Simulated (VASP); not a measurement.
Here is a VASP 6.6.1 calculation.

File POSCAR:

```
Ir
1.0
   -1.5438950347      1.5438950347      1.5438950347
    1.5438950347     -1.5438950347      1.5438950347
    1.5438950347      1.5438950347     -1.5438950347
Ir
1
Direct
    0.0000000000      0.0000000000      0.0000000000
```

File INCAR.step1:

```
SYSTEM = Ir
  PREC = Accurate
  ENCUT = 520
  ISMEAR = 0
  SIGMA = 0.1
  LREAL = .False.
  LASPH = .True.
  NELM = 100
  NBANDS = 10
  GGA = PE
  ALGO = Normal
  EDIFF = 1E-4
  LWAVE = .True.
  LCHARG = .False.
```

The input INCAR.step2:

```
SYSTEM = Ir
  PREC = Accurate
  ENCUT = 520
  EDIFF = 1E-6
  ISMEAR = 0
  SIGMA = 0.1
  LREAL = .False.
  LASPH = .True.
  NELM = 100
  ALGO = Normal
  ISIF = 2
  LWAVE = .False.
  LCHARG = .True.
  METAGGA = R2SCAN
  LMIXTAU = .True.
  LELF = .True.
  LVHAR = .True.
  NBANDS = 10
  ISTART = 1
```

KPOINTS

```
regular mesh
0
Gamma
  18 18 18
  0 0 0
```

Potentials or basis: VASP PAW PBE potentials, release 64 (Ir).

Run with:

```sh
$ cat potpaw_PBE.64/Ir/POTCAR > POTCAR
$ cp INCAR.step1 INCAR
$ mpirun -np 1 vasp_std > vasp.out
$ cp INCAR.step2 INCAR
$ mpirun -np 1 vasp_std > vasp.out
```

Q: What does it give for the pressure?

A: 2.3 GPa.

Q: Estimate the band gap on the k mesh.

A: None (metal or under the smearing width).

Caveat: the PAW data sets were made with another functional, which shifts forces and pressure a little. The run has no spin-orbit coupling, so splittings on Ir are missing.
